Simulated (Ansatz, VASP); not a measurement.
**Two plane-wave programs on Ba**

```
CELL_PARAMETERS angstrom
4.22141 0.00000 0.00000
-2.11070 3.65585 0.00000
0.00000 0.00000 6.90656
ATOMIC_POSITIONS crystal
Ba 0.33333 0.66667 0.25000
Ba 0.66667 0.33333 0.75000
```

Alike in both runs: task single point; functional PBEsol; k mesh 10 × 10 × 5; occupations fermi-dirac, width 0.1 eV; no spin polarisation.

|  | VASP | Ansatz |
| --- | --- | --- |
| version | VASP 6.6.1 | Ansatz 0.2.0 |
| potentials or method | VASP PAW PBE potentials, release 64 (Ba_sv) | plane waves (420 eV) with PAW, scalar-relativistic |
| plane-wave cutoff (eV) | 520 | 420 |
| valence electrons in the cell | 20 | 20 |

VASP gave:

| Quantity | Value |
| --- | --- |
| pressure (GPa) | 0.9 |
| largest component of the traceless stress (GPa) | 0.14 |

**Question.** Estimate Ansatz's values.

**Answer.** Pressure (GPa): 0.8; largest component of the traceless stress (GPa): 0.14.

With one functional, cell and mesh, what is left measures potentials, basis and numerics. Ansatz warned: «pseudo_functional_mismatch».

Caveats: the PAW data sets were made with another functional, which shifts forces and pressure a little (VASP). The runs have no spin-orbit coupling, so splittings on Ba are missing.
